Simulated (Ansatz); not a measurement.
# Ti: the cost of one run

Computed with Ansatz 0.2.0 (DFT PBEsol, scalar-relativistic, plane waves, PAW, unless a step's input says otherwise).

2 further runs of the same task are left out: 2 set aside as unsound or not needed.

### 1 The system as given

The structure is hexagonal, space group P6_3/mmc (No. 194). The conventional cell has a = 2.900 Å, b = 2.900 Å, c = 4.591 Å, α = 90.00°, β = 90.00°, γ = 120.00°. Around Ti (site symmetry -6m2) lie 12 Ti at 2.84 to 2.90 Å.

Structure file:

```xyz
4
Lattice="2.9004 0.0000 0.0000 -1.4502 2.5119 0.0000 0.0000 0.0000 9.1820" Properties=species:S:1:pos:R:3 pbc="T T T"
Ti    0.0000    1.6746    1.1477
Ti    0.0000    1.6746    5.7387
Ti    1.4502    0.8373    3.4432
Ti    1.4502    0.8373    8.0342
```

It is built from the cell relaxed beforehand with the same method (16.72 Å³/atom).

### 2 The undisturbed cell

The input, input.yaml:

```yaml
crystal:
  lattice:
    - [2.9004352001, 0.0, 0.0]
    - [-1.4502176001, 2.5118505653, 0.0]
    - [0.0, 0.0, 9.1819808936]
  atoms:
    - { symbol: Ti, position: [0.3333333333, 0.6666666667, 0.125] }
    - { symbol: Ti, position: [0.3333333333, 0.6666666667, 0.625] }
    - { symbol: Ti, position: [0.6666666667, 0.3333333333, 0.375] }
    - { symbol: Ti, position: [0.6666666667, 0.3333333333, 0.875] }
basis:
  ecutwfc: 420
kpoints:
  mp_grid: { grid: [12, 12, 4] }
hamiltonian:
  xc: pbesol
scf:
  occupations: { method: gaussian, width: 0.15 }
output:
  forces: true
  stress: true
  eigenvalues: true
  write_density: true
  write_potential: true
  elf: true
  volumetric_format: npy
```

Run with:

```sh
$ ansatz run input.yaml --threads 2 --pin off --max-ram 5120MiB --backend cpu --events-out ev --progress --plain --runs-dir out
```

Q: Estimate wall time and peak memory on 2 threads of Intel Xeon Platinum 8488C (Sapphire Rapids), shared host.

About 2.2 s, with a peak of 0.46 GiB.
